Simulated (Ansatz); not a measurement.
# SiC with one C vacancy: vacancy hop, part 1 of 2

Wanted: the energy profile along the vacancy hop, from relaxed end points and a band of images. Host space group P6_3mc, cell charge -2.

The COD entry's cell or inner coordinates are ideal or old and differ from later refinements, so a difference from it is no clean test against experiment.

All numbers below are computed with Ansatz 0.2.0 (DFT PBE, plane waves, PAW, scalar-relativistic, no spin polarisation).

## Step 1: The starting structure

The cell holds 15 atoms (C7Si8): a = 6.152 Å, b = 5.328 Å, c = 5.048 Å, α = 90.00°, β = 90.00°, γ = 90.00°.

Coordinates:

```xyz
15
Lattice="-3.0760 -5.3278 0.0000 4.6140 -2.6639 0.0000 0.0000 0.0000 5.0480" Properties=species:S:1:pos:R:3 pbc="T T T"
Si    1.6002   -4.4346    0.0038
Si   -0.0554   -3.5117    2.5724
C     1.5923   -4.4308    1.8916
C    -0.0016   -3.5375    4.4327
Si   -0.0038   -1.7743    0.0766
Si    3.0708   -3.4981    2.5444
C     0.0084   -1.7666    1.8650
C     3.1082   -3.6114    4.4100
Si    3.0554   -1.7824    0.0332
Si    1.5284   -0.9363    2.5609
C     3.0671   -1.7773    1.9162
Si   -1.5325   -4.4318   -0.0332
Si    1.5650   -6.2085    2.5248
C    -1.5010   -4.4060    1.8978
C     1.4833   -6.2454    4.4737
```

## Step 2: Relaxing end A

Contents of input.yaml:

```yaml
crystal:
  lattice:
    - [-3.076, -5.327788, 0.0]
    - [4.614, -2.663894, 0.0]
    - [0.0, 0.0, 5.048]
  atoms:
    - { symbol: Si, position: [0.4942084, 0.676289, 0.000744] }
    - { symbol: Si, position: [0.4988528, 0.3205713, 0.5095841] }
    - { symbol: C, position: [0.4943134, 0.6746477, 0.3747154] }
    - { symbol: C, position: [0.498102, 0.3317278, 0.8781087] }
    - { symbol: Si, position: [0.2500869, 0.1658923, 0.015172] }
    - { symbol: Si, position: [0.2428515, 0.8274338, 0.504051] }
    - { symbol: C, position: [0.2479988, 0.1671594, 0.369458] }
    - { symbol: C, position: [0.2557608, 0.8441471, 0.8736157] }
    - { symbol: Si, position: [0.0025908, 0.663928, 0.0065746] }
    - { symbol: Si, position: [0.0075845, 0.3362985, 0.5073004] }
    - { symbol: C, position: [0.0009186, 0.6653563, 0.3796032] }
    - { symbol: Si, position: [0.7484291, 0.166809, -0.0065763] }
    - { symbol: Si, position: [0.7467901, 0.8370483, 0.5001525] }
    - { symbol: C, position: [0.742235, 0.1695011, 0.3759453] }
    - { symbol: C, position: [0.7586171, 0.827228, 0.8862288] }
total_charge: -2
basis:
  ecutwfc: 420.0
kpoints:
  mp_grid: { grid: [2, 2, 2] }
hamiltonian:
  xc: pbe
  pseudopotentials: { kind: paw, azcp: { folder: soft_1 } }
scf:
  occupations: { method: gaussian, width: 0.02 }
  lower_state_search: "off"
relax:
  f_tol: 0.03
  max_steps: 60
  adjacent_minimum: "off"
```

The run is started by

```console
ansatz run input.yaml --threads 1 --pin off --max-ram 3072MiB --backend cpu --events-out ev --progress --plain --runs-dir out
```

Log (excerpt; [...] marks lines left out):

```text
Warning: RAYON_NUM_THREADS=1 ignored (pool sized by the plan → 1); use --threads N
[...]
Pseudopotentials: kind: paw
Pseudopotential: Si, paw, valence charge 4, recommended cutoff 420 eV (normal), <dir>
Pseudopotential: C, paw, valence charge 4, recommended cutoff 420 eV (normal), <dir>
Functional definition: PBE
[...]
Crystal: 15 atoms, lattice volume = 165.456 Å³
Basis set: ecut = 420 eV, 3225 PW (Γ), exchange–correlation on 90×72×72 points (8 copies of the dense FFT grid, shifted against one another)
Bands: 46, of which v1, the nominal top of the filled ones, is band 31 counted from 1 (30 counted from 0)
Symmetry: 1 space group operations
Space group: P1 (ITA 1), of the structure as read, at distance tolerance 5.5e-5 Å
k-points: 8
[...]
relax step   1: F+E_penalty+E_count = -6819.29269839 eV  Δ(F+E_penalty+E_count) = +0.000e0 eV  max|allowed force component| = 1.990e0 eV/Å  Δτ_max = 0.0000 Å  (9 SCF iters, dr2 threshold 2.25e-5 eV, accepted)
[...]
relax step   2: F+E_penalty+E_count = -6820.07488074 eV  Δ(F+E_penalty+E_count) = -7.822e-1 eV  max|allowed force component| = 1.277e0 eV/Å  Δτ_max = 0.1144 Å  (5 SCF iters, dr2 threshold 1.00e-4 eV, accepted)
[...]
relax step   3: F+E_penalty+E_count = -6820.51822572 eV  Δ(F+E_penalty+E_count) = -4.433e-1 eV  max|allowed force component| = 4.755e-1 eV/Å  Δτ_max = 0.1537 Å  (5 SCF iters, dr2 threshold 1.00e-4 eV, accepted)
[...]
SCF iter   4: F=-6820.552464 eV  HF=-6820.552464 eV  |F-HF|=8.30e-7  |Δ(HF+E_count)|=   1.91e-5  Δρ=8.59e-5  dr2=9.95e-6  ethr=5.06e-8  ⟨swp⟩=3.5  Hψ=1413  notcnv=0
[...]
```

## Step 3: The output, continued: end point A relaxed

Output, continued (excerpt; [...] marks lines left out):

```text
relax step   4: F+E_penalty+E_count = -6820.55246355 eV  Δ(F+E_penalty+E_count) = -3.424e-2 eV  max|allowed force component| = 1.169e-1 eV/Å  Δτ_max = 0.0367 Å  (4 SCF iters, dr2 threshold 3.13e-5 eV, accepted)
[...]
relax step   6: F+E_penalty+E_count = -6820.55642220 eV  Δ(F+E_penalty+E_count) = -1.842e-3 eV  max|allowed force component| = 3.708e-2 eV/Å  Δτ_max = 0.0123 Å  (5 SCF iters, accepted)
[...]
    - { symbol: C, position: [-0.0006740228718082886, 0.6730744835322241, 0.36284480453077167] }
    - { symbol: Si, position: [0.7857362606347781, 0.177611171457553, 0.0047803785365792256] }
    - { symbol: Si, position: [0.7522898206112312, 0.8376448893381663, 0.4995838102422869] }
    - { symbol: C, position: [0.7488566978123499, 0.1700954758804188, 0.3853496762237564] }
    - { symbol: C, position: [0.7538252404984327, 0.8276595429685366, 0.8757365840778233] }
```

Wall time 20 s (1 thread of Arm Neoverse V1, shared host); peak memory 0.38 GiB.

The steps of the relaxation:

| step | energy from step 1 (eV/cell) | largest force component (eV/Å) |
| --- | --- | --- |
| 1 | 0.0000 | 1.9901 |
| 2 | -0.7822 | 1.2768 |
| 3 | -1.2255 | 0.4755 |
| 4 | -1.2598 | 0.1169 |
| 5 | -1.2619 | 0.0754 |
| 6 | -1.2637 | 0.0371 |
| 7 | -1.2639 | 0.0080 |

Step 1 is the start.

The largest move, 0.24 Å, is shared by several atoms, Si12 among them.

## Step 4: Relaxing end B

The second end starts from a geometry with the move made by hand.

Contents of input.yaml:

```yaml
crystal:
  lattice:
    - [-3.076, -5.327788, 0.0]
    - [4.614, -2.663894, 0.0]
    - [0.0, 0.0, 5.048]
  atoms:
    - { symbol: Si, position: [0.50000003, 0.66666669, 0.0] }
    - { symbol: Si, position: [0.50000003, 0.33333335, 0.5] }
    - { symbol: C, position: [0.50000003, 0.66666669, 0.375] }
    - { symbol: C, position: [1.0e-08, 0.33333334, 0.875] }
    - { symbol: Si, position: [0.25000001, 0.16666668, 0.0] }
    - { symbol: Si, position: [0.25000003, 0.83333335, 0.5] }
    - { symbol: C, position: [0.25000001, 0.16666668, 0.375] }
    - { symbol: C, position: [0.25000003, 0.83333335, 0.875] }
    - { symbol: Si, position: [1.0e-08, 0.66666668, 0.0] }
    - { symbol: Si, position: [1.0e-08, 0.33333334, 0.5] }
    - { symbol: C, position: [1.0e-08, 0.66666668, 0.375] }
    - { symbol: Si, position: [0.75000003, 0.16666669, 0.0] }
    - { symbol: Si, position: [0.75000005, 0.83333336, 0.5] }
    - { symbol: C, position: [0.75000003, 0.16666669, 0.375] }
    - { symbol: C, position: [0.75000005, 0.83333336, 0.875] }
total_charge: -2
basis:
  ecutwfc: 420.0
kpoints:
  mp_grid: { grid: [2, 2, 2] }
hamiltonian:
  xc: pbe
  pseudopotentials: { kind: paw, azcp: { folder: soft_1 } }
scf:
  occupations: { method: gaussian, width: 0.02 }
  lower_state_search: "off"
relax:
  f_tol: 0.03
  max_steps: 60
  adjacent_minimum: "off"
```

The run is started by

```console
ansatz run input.yaml --threads 1 --pin off --max-ram 3072MiB --backend cpu --events-out ev --progress --plain --runs-dir out
```

Log:

```text
Warning: RAYON_NUM_THREADS=1 ignored (pool sized by the plan → 1); use --threads N
Engine: ansatz 0.2.0, aarch64-unknown-linux-gnu
[... 4 set-up lines as earlier in the session ...]
  parameter kappa = 0.804
  parameter beta = 0.06672455060314922
  exchange = pbe_x(kappa = kappa, mu = beta*pi^2/3)
  correlation = pbe_c(beta = beta)
Crystal: 15 atoms, lattice volume = 165.456 Å³
Basis set: ecut = 420 eV, 3225 PW (Γ), exchange–correlation on 90×72×72 points (8 copies of the dense FFT grid, shifted against one another)
Bands: 46, of which v1, the nominal top of the filled ones, is band 31 counted from 1 (30 counted from 0)
Symmetry: 2 space group operations
Space group: Pm (ITA 6), of the structure as read, at distance tolerance 5.5e-5 Å
k-points: 8
Non-local potential: Si, projectors of the file, l = 0: 2, l = 1: 2, l = 2: 1
Non-local potential: C, projectors of the file, l = 0: 2, l = 1: 2, l = 2: 1
PAW form: soft (Blöchl's): semilocal exchange-correlation on the pseudo side does not see the compensation charge
PAW one-centre angular grid: Si, 110 points (default); XC on 64 Gauss nodes
PAW one-centre angular grid: C, 110 points (default); XC on 64 Gauss nodes
Initial density: superposition of atomic densities (chi_scale 0.1, normalization cell, long waves kept (reshape's long-wave potential 0.07 eV rms))
Initial wavefunctions: pseudopotential atomic-orbital guess
Functional: x = pbe(κ = 0.804, μ = 0.2195149727645171), c = pbe(β = 0.06672455060314922)
SCF iter   1: F=—  HF=-6826.645283 eV  |F-HF|=—  |Δ(HF+E_count)|=         —  Δρ=1.08e-1  dr2=2.34e1  ethr=3.10e-3  ⟨swp⟩=6.9  Hψ=1814  notcnv=0  defer=11
preconditioner: auto → Resta (q_TF=auto, 2.317 Å⁻¹)  ε∞=4.6  [insulator: Δε(μ)=0.048 eV  Ē_g=11.948 eV  σ=0.020 eV  W_gap=0.91  n_scr=28 (ndim 8)  ℏωp=22.7 eV  f_vac=0.000  D(μ)=3.25/eV (n_scr^D=18)  ε∞_Penn≈4.6]
SCF iter   2: F=—  HF=-6820.195628 eV  |F-HF|=—  |Δ(HF+E_count)|=    6.45e0  Δρ=3.88e-2  dr2=2.23e0  ethr=3.10e-3  ⟨swp⟩=3.9  Hψ=809  notcnv=0  defer=59
preconditioner: auto → Kerker (q_TF=auto, 2.317 Å⁻¹)  [metal: Δε(μ)=0.013 eV  Ē_g=11.494 eV  σ=0.020 eV  W_gap=0.35  n_scr=28 (ndim 8)  ℏωp=22.7 eV  f_vac=0.000  D(μ)=12.70/eV (n_scr^D=140)]
SCF iter   3: F=—  HF=-6819.727787 eV  |F-HF|=—  |Δ(HF+E_count)|=   4.68e-1  Δρ=1.63e-2  dr2=3.40e-1  ethr=3.10e-3  ⟨swp⟩=2.8  Hψ=590  notcnv=0  defer=59
SCF iter   4: F=—  HF=-6819.686788 eV  |F-HF|=—  |Δ(HF+E_count)|=   4.10e-2  Δρ=2.82e-3  dr2=2.22e-2  ethr=5.48e-4  ⟨swp⟩=2.6  Hψ=454  notcnv=0  defer=59
SCF iter   5: F=—  HF=-6819.685711 eV  |F-HF|=—  |Δ(HF+E_count)|=   1.08e-3  Δρ=1.10e-3  dr2=3.04e-3  ethr=3.57e-5  ⟨swp⟩=2.9  Hψ=568  notcnv=0  defer=62
SCF iter   6: F=—  HF=-6819.685982 eV  |F-HF|=—  |Δ(HF+E_count)|=   2.70e-4  Δρ=2.86e-4  dr2=2.96e-4  ethr=4.91e-6  ⟨swp⟩=2.9  Hψ=551  notcnv=0  defer=62
SCF iter   7: F=—  HF=-6819.685951 eV  |F-HF|=—  |Δ(HF+E_count)|=   3.06e-5  Δρ=1.01e-4  dr2=2.70e-5  ethr=4.78e-7  ⟨swp⟩=2.4  Hψ=524  notcnv=0  defer=62
SCF iter   8: F=-6819.685945 eV  HF=-6819.685947 eV  |F-HF|=1.48e-6  |Δ(HF+E_count)|=   4.17e-6  Δρ=3.33e-5  dr2=3.31e-6  ethr=3.63e-8  ⟨swp⟩=5.0  Hψ=1202  notcnv=0
SCF 1 converged in 8 iterations: F = -6819.685945 eV  dr2 = 3.31e-6
relax step   1: F+E_penalty+E_count = -6819.68594534 eV  Δ(F+E_penalty+E_count) = +0.000e0 eV  max|allowed force component| = 1.866e0 eV/Å  Δτ_max = 0.0000 Å  (8 SCF iters, dr2 threshold 2.25e-5 eV, accepted)
Initial density: handed on by an earlier stage of this run
Initial wavefunctions: those handed on with the density
iter 1 solved again at ethr=1.10e-4 eV; its pass at ethr=3.10e-3 eV (dr2=6.80e-2 eV) is discarded
SCF iter   1: F=—  HF=-6820.258651 eV  |F-HF|=—  |Δ(HF+E_count)|=         —  Δρ=6.36e-3  dr2=6.81e-2  ethr=1.10e-4  ⟨swp⟩=2.1  Hψ=1656  notcnv=0  defer=56
preconditioner: auto → Resta (q_TF=auto, 2.317 Å⁻¹)  ε∞=5.1  [insulator: Δε(μ)=0.044 eV  Ē_g=11.272 eV  σ=0.020 eV  W_gap=0.88  n_scr=28 (ndim 8)  ℏωp=22.7 eV  f_vac=0.000  D(μ)=4.38/eV (n_scr^D=28)  ε∞_Penn≈5.1]
SCF iter   2: F=—  HF=-6820.246289 eV  |F-HF|=—  |Δ(HF+E_count)|=   1.24e-2  Δρ=3.26e-3  dr2=1.44e-2  ethr=1.10e-4  ⟨swp⟩=3.0  Hψ=528  notcnv=0  defer=56
SCF iter   3: F=—  HF=-6820.244081 eV  |F-HF|=—  |Δ(HF+E_count)|=   2.21e-3  Δρ=8.03e-4  dr2=1.01e-3  ethr=2.32e-5  ⟨swp⟩=3.2  Hψ=588  notcnv=0  defer=56
SCF iter   4: F=—  HF=-6820.244018 eV  |F-HF|=—  |Δ(HF+E_count)|=   6.30e-5  Δρ=1.73e-4  dr2=4.80e-5  ethr=1.61e-7  ⟨swp⟩=3.9  Hψ=1521  notcnv=0
SCF iter   5: F=-6820.244024 eV  HF=-6820.244024 eV  |F-HF|=8.74e-8  |Δ(HF+E_count)|=   5.51e-6  Δρ=4.80e-5  dr2=3.93e-6  ethr=7.75e-8  ⟨swp⟩=4.1  Hψ=1083  notcnv=0
SCF 2 converged in 5 iterations: F = -6820.244024 eV  dr2 = 3.93e-6
relax step   2: F+E_penalty+E_count = -6820.24402385 eV  Δ(F+E_penalty+E_count) = -5.581e-1 eV  max|allowed force component| = 1.084e0 eV/Å  Δτ_max = 0.1154 Å  (5 SCF iters, dr2 threshold 1.00e-4 eV, accepted)
SCF iter   1: F=—  HF=-6820.585686 eV  |F-HF|=—  |Δ(HF+E_count)|=         —  Δρ=1.15e-2  dr2=2.21e-1  ethr=1.84e-3  ⟨swp⟩=5.8  Hψ=1339  notcnv=0  defer=9
preconditioner: auto → Resta (q_TF=auto, 2.317 Å⁻¹)  ε∞=5.1  [insulator: Δε(μ)=0.170 eV  Ē_g=11.177 eV  σ=0.020 eV  W_gap=1.00  n_scr=28 (ndim 8)  ℏωp=22.7 eV  f_vac=0.000  D(μ)=0.00/eV (n_scr^D=0)  ε∞_Penn≈5.1]
SCF iter   2: F=—  HF=-6820.533599 eV  |F-HF|=—  |Δ(HF+E_count)|=   5.21e-2  Δρ=5.44e-3  dr2=3.98e-2  ethr=3.56e-4  ⟨swp⟩=3.0  Hψ=621  notcnv=0  defer=63
SCF iter   3: F=—  HF=-6820.525020 eV  |F-HF|=—  |Δ(HF+E_count)|=   8.58e-3  Δρ=1.49e-3  dr2=2.92e-3  ethr=6.42e-5  ⟨swp⟩=3.2  Hψ=559  notcnv=0  defer=66
SCF iter   4: F=—  HF=-6820.524746 eV  |F-HF|=—  |Δ(HF+E_count)|=   2.74e-4  Δρ=3.07e-4  dr2=1.30e-4  ethr=4.71e-6  ⟨swp⟩=2.2  Hψ=537  notcnv=0  defer=66
SCF iter   5: F=-6820.524765 eV  HF=-6820.524766 eV  |F-HF|=8.69e-7  |Δ(HF+E_count)|=   2.05e-5  Δρ=6.61e-5  dr2=7.70e-6  ethr=1.18e-7  ⟨swp⟩=3.1  Hψ=1393  notcnv=0
SCF 3 converged in 5 iterations: F = -6820.524765 eV  dr2 = 7.70e-6
relax step   3: F+E_penalty+E_count = -6820.52476526 eV  Δ(F+E_penalty+E_count) = -2.807e-1 eV  max|allowed force component| = 4.021e-1 eV/Å  Δτ_max = 0.1358 Å  (5 SCF iters, dr2 threshold 7.35e-5 eV, accepted)
SCF iter   1: F=—  HF=-6820.557483 eV  |F-HF|=—  |Δ(HF+E_count)|=         —  Δρ=2.66e-3  dr2=1.27e-2  ethr=1.34e-4  ⟨swp⟩=4.8  Hψ=892  notcnv=0  defer=66
preconditioner: auto → Resta (q_TF=auto, 2.317 Å⁻¹)  ε∞=5.1  [insulator: Δε(μ)=0.191 eV  Ē_g=11.204 eV  σ=0.020 eV  W_gap=1.00  n_scr=28 (ndim 8)  ℏωp=22.7 eV  f_vac=0.000  D(μ)=0.00/eV (n_scr^D=0)  ε∞_Penn≈5.1]
SCF iter   2: F=—  HF=-6820.554289 eV  |F-HF|=—  |Δ(HF+E_count)|=   3.19e-3  Δρ=1.19e-3  dr2=2.19e-3  ethr=2.05e-5  ⟨swp⟩=2.6  Hψ=644  notcnv=0  defer=66
SCF iter   3: F=—  HF=-6820.553703 eV  |F-HF|=—  |Δ(HF+E_count)|=   5.85e-4  Δρ=2.85e-4  dr2=1.24e-4  ethr=3.52e-6  ⟨swp⟩=2.4  Hψ=492  notcnv=0  defer=66
SCF iter   4: F=-6820.553688 eV  HF=-6820.553689 eV  |F-HF|=1.06e-6  |Δ(HF+E_count)|=   1.42e-5  Δρ=7.78e-5  dr2=9.26e-6  ethr=3.59e-8  ⟨swp⟩=3.2  Hψ=1409  notcnv=0
SCF 4 converged in 4 iterations: F = -6820.553688 eV  dr2 = 9.26e-6
relax step   4: F+E_penalty+E_count = -6820.55368818 eV  Δ(F+E_penalty+E_count) = -2.892e-2 eV  max|allowed force component| = 1.169e-1 eV/Å  Δτ_max = 0.0305 Å  (4 SCF iters, dr2 threshold 2.22e-5 eV, accepted)
SCF iter   1: F=—  HF=-6820.555265 eV  |F-HF|=—  |Δ(HF+E_count)|=         —  Δρ=1.76e-3  dr2=6.27e-3  ethr=9.76e-5  ⟨swp⟩=3.9  Hψ=869  notcnv=0  defer=66
preconditioner: auto → Resta (q_TF=auto, 2.317 Å⁻¹)  ε∞=5.1  [insulator: Δε(μ)=0.197 eV  Ē_g=11.198 eV  σ=0.020 eV  W_gap=1.00  n_scr=28 (ndim 8)  ℏωp=22.7 eV  f_vac=0.000  D(μ)=0.00/eV (n_scr^D=0)  ε∞_Penn≈5.1]
SCF iter   2: F=—  HF=-6820.553681 eV  |F-HF|=—  |Δ(HF+E_count)|=   1.58e-3  Δρ=8.35e-4  dr2=1.19e-3  ethr=1.01e-5  ⟨swp⟩=1.9  Hψ=560  notcnv=0  defer=66
SCF iter   3: F=—  HF=-6820.553365 eV  |F-HF|=—  |Δ(HF+E_count)|=   3.16e-4  Δρ=1.76e-4  dr2=4.53e-5  ethr=1.92e-6  ⟨swp⟩=2.2  Hψ=487  notcnv=0  defer=66
SCF iter   4: F=—  HF=-6820.553417 eV  |F-HF|=—  |Δ(HF+E_count)|=   5.16e-5  Δρ=5.45e-5  dr2=4.17e-6  ethr=7.30e-8  ⟨swp⟩=2.0  Hψ=516  notcnv=0  defer=66
SCF iter   5: F=-6820.553417 eV  HF=-6820.553417 eV  |F-HF|=1.80e-8  |Δ(HF+E_count)|=   5.05e-7  Δρ=1.10e-5  dr2=2.20e-7  ethr=1.86e-9  ⟨swp⟩=5.0  Hψ=1245  notcnv=0
SCF 5 converged in 5 iterations: F = -6820.553417 eV  dr2 = 2.20e-7
relax step   5: F+E_penalty+E_count = -6820.55341699 eV  Δ(F+E_penalty+E_count) = +2.712e-4 eV  max|allowed force component| = 9.718e-2 eV/Å  Δτ_max = 0.0140 Å  (5 SCF iters, dr2 threshold 1.15e-6 eV, rejected (line search))
SCF iter   1: F=—  HF=-6820.557045 eV  |F-HF|=—  |Δ(HF+E_count)|=         —  Δρ=1.12e-3  dr2=2.42e-3  ethr=5.42e-5  ⟨swp⟩=3.2  Hψ=825  notcnv=0  defer=66
preconditioner: auto → Resta (q_TF=auto, 2.317 Å⁻¹)  ε∞=5.1  [insulator: Δε(μ)=0.182 eV  Ē_g=11.205 eV  σ=0.020 eV  W_gap=1.00  n_scr=28 (ndim 8)  ℏωp=22.7 eV  f_vac=0.000  D(μ)=0.00/eV (n_scr^D=0)  ε∞_Penn≈5.1]
SCF iter   2: F=—  HF=-6820.556473 eV  |F-HF|=—  |Δ(HF+E_count)|=   5.72e-4  Δρ=5.34e-4  dr2=4.40e-4  ethr=3.90e-6  ⟨swp⟩=2.1  Hψ=591  notcnv=0  defer=66
SCF iter   3: F=—  HF=-6820.556370 eV  |F-HF|=—  |Δ(HF+E_count)|=   1.03e-4  Δρ=1.28e-4  dr2=2.21e-5  ethr=7.10e-7  ⟨swp⟩=2.4  Hψ=517  notcnv=0  defer=66
SCF iter   4: F=—  HF=-6820.556438 eV  |F-HF|=—  |Δ(HF+E_count)|=   6.80e-5  Δρ=3.56e-5  dr2=1.74e-6  ethr=3.56e-8  ⟨swp⟩=2.0  Hψ=498  notcnv=0  defer=66
SCF iter   5: F=-6820.556439 eV  HF=-6820.556439 eV  |F-HF|=3.77e-9  |Δ(HF+E_count)|=   2.50e-7  Δρ=7.42e-6  dr2=8.81e-8  ethr=1.61e-10  ⟨swp⟩=4.0  Hψ=1483  notcnv=0
SCF 6 converged in 5 iterations: F = -6820.556439 eV  dr2 = 8.81e-8
relax step   6: F+E_penalty+E_count = -6820.55643851 eV  Δ(F+E_penalty+E_count) = -2.750e-3 eV  max|allowed force component| = 2.949e-2 eV/Å  Δτ_max = 0.0069 Å  (5 SCF iters, accepted)
SCF converged after 5 iterations
Free energy (F): -6820.556439 eV
Harris-Foulkes:  -6820.556439 eV  (|F-HF|=3.77e-9)
Internal energy: -6820.556439 eV  (E = F + TS)
E sigma→0 (E₀):  -6820.556439 eV
Fermi energy:    10.882840 eV
--- Per-component energies (eV) ---
  E_band       = 216.050816
  E_kinetic    = 996.214035
  E_local      = -709.302014  (includes V_loc(G=0)·N_el)
  E_nonlocal   = 345.413740
  E_hartree    = 241.362405
  E_xc         = -814.226939
  E_vxc        = -832.037105  (∫ρ·V_xc dr)
  E_paw        = -4792.862137  (= ΣΔE_a)
  E_vpaw       = -66.964505  (= ΣTr[D̂ρ^β])
  E_aug_tail   = 0.000418  (compensation charges beyond the density's cutoff)
  E_ewald      = -2087.155946
  E_smearing   = -0.000000  (= −TS)
  E_closure    = 0.000000  (closes the sum)
  E_deformation_potential = -34.659978  (in the stress; not in F)
  Σ components = -6820.556439   (vs F -6820.556439, Δ=0.00e0)
--- Forces (eV/Å), atoms counted from 1 ---
  atom   1  Si    -0.00816724     0.00471536    -0.02948562
  atom   2  Si     0.01557666    -0.00899319    -0.00902955
  atom   3  C     -0.01365217     0.00788208     0.00535233
  atom   4  C     -0.01560134     0.00900744     0.01381553
  atom   5  Si    -0.00893114    -0.01509757    -0.00741021
  atom   6  Si    -0.00173633     0.00047512    -0.01027416
  atom   7  C      0.00224933    -0.00748992     0.00512948
  atom   8  C      0.01275443    -0.00561648     0.01371978
  atom   9  Si    -0.00412791     0.00238325     0.00637695
  atom  10  Si    -0.00292493     0.00168871    -0.00044483
  atom  11  C     -0.00168092     0.00097048     0.01110634
  atom  12  Si     0.00860930     0.01528338    -0.00741021
  atom  13  Si    -0.00127963     0.00126615    -0.01027416
  atom  14  C      0.00761113     0.00179698     0.00512948
  atom  15  C      0.01124123    -0.00823742     0.01371978
  max |Σ_I F_I| component: 5.95e-5 eV/Å
--- Relaxed structure (6 steps of the walk, 5 accepted, 0 SCFs on fresh bases) ---
  F+E_penalty+E_count = -6820.55643851 eV   max|allowed force component| = 2.949e-2 eV/Å
  atoms:
    - { symbol: Si, position: [0.5, 0.627955347088873, -0.023641057773816133] }
    - { symbol: Si, position: [0.4999999999999999, 0.3485171733316289, 0.5313157843067283] }
    - { symbol: C, position: [0.5000000000000001, 0.672675399815337, 0.3598243130990953] }
    - { symbol: C, position: [0.0, 0.33092298626863514, 0.880143778900617] }
    - { symbol: Si, position: [0.28610438745524286, 0.17707905337570995, 0.0013086352963618568] }
    - { symbol: Si, position: [0.25299928118245973, 0.8371033800975917, 0.49639818449985756] }
    - { symbol: C, position: [0.2494491236001647, 0.16941965658270394, 0.38179399027272226] }
    - { symbol: C, position: [0.25459471450207466, 0.8269262387329347, 0.8723231537166573] }
    - { symbol: Si, position: [-2.7755575615628914e-17, 0.6660275697014071, -0.0035872076294616007] }
    - { symbol: Si, position: [0.0, 0.3306585790561946, 0.5039585161332516] }
    - { symbol: C, position: [5.551115123125783e-17, 0.6688532171600429, 0.37333794539238774] }
    - { symbol: Si, position: [0.7138956125447569, 0.17707905337570992, 0.001308635296361858] }
    - { symbol: Si, position: [0.7470007188175402, 0.8371033800975919, 0.49639818449985756] }
    - { symbol: C, position: [0.7505508763998351, 0.16941965658270403, 0.38179399027272226] }
    - { symbol: C, position: [0.7454052854979252, 0.8269262387329348, 0.8723231537166573] }
```

It took 17 s on 1 thread of Arm Neoverse V1, shared host; peak memory 0.38 GiB.

Relaxation path:

| step | energy from step 1 (eV/cell) | largest force component (eV/Å) |
| --- | --- | --- |
| 1 | 0.0000 | 1.8660 |
| 2 | -0.5581 | 1.0842 |
| 3 | -0.8388 | 0.4021 |
| 4 | -0.8677 | 0.1169 |
| 5x | -0.8675 | 0.0972 |
| 6 | -0.8705 | 0.0295 |

Step 1 is the start. 1 step was tried and not accepted (marked x).

The atom that moved most is Si1, by 0.24 Å.

(Continued in part 2 of 2.)
